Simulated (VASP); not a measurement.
Crystal: HgSe.

```
Hg Se
1.0
     0.00000    3.03900    3.03900
     3.03900    0.00000    3.03900
     3.03900    3.03900    0.00000
Hg Se
1 1
Direct
  0.00000 0.00000 0.00000
  0.75000 0.75000 0.75000
```

- Program: VASP 6.6.1
- Task: relaxation of cell and atoms
- Functional: BLYP
- Dispersion: D4
- Potentials or basis: VASP PAW PBE potentials, release 64 (Hg, Se)
- Cutoff: 600 eV
- k mesh: 8 × 8 × 8
- Occupations: fermi-dirac, width 0.05 eV
- Spin: no spin polarisation

At the start: pressure 4.7 GPa; volume 28.07 Å³/atom.

Problem. Where does the relaxation end?

Solution. Over 3 steps the energy falls by 33.0 meV/atom and the volume is 30.53 Å³/atom (+8.8 %); space group F-43m (No. 216, to 0.05 Å).

Step by step:
```tsv
step	energy change (eV)	largest force (eV/Å)	pressure (GPa)	volume (Å³)
1	0.0000	0.0000	4.66	56.13
2	-0.0578	0.0000	-1.33	63.04
3	-0.0660	0.0000	-0.02	61.05
```

Final structure:
```yaml
crystal:
  lattice:
    - [0.00000, 3.12526, 3.12526]
    - [3.12526, 0.00000, 3.12526]
    - [3.12526, 3.12526, 0.00000]
  atoms:
    - { symbol: Hg, position: [0.00000, 0.00000, 0.00000] }
    - { symbol: Se, position: [0.75000, 0.75000, 0.75000] }
```

Caveat: the PAW data sets were made with another functional, which shifts forces and pressure a little; pairwise dispersion overbinds metals, which lowers pressure and volume.
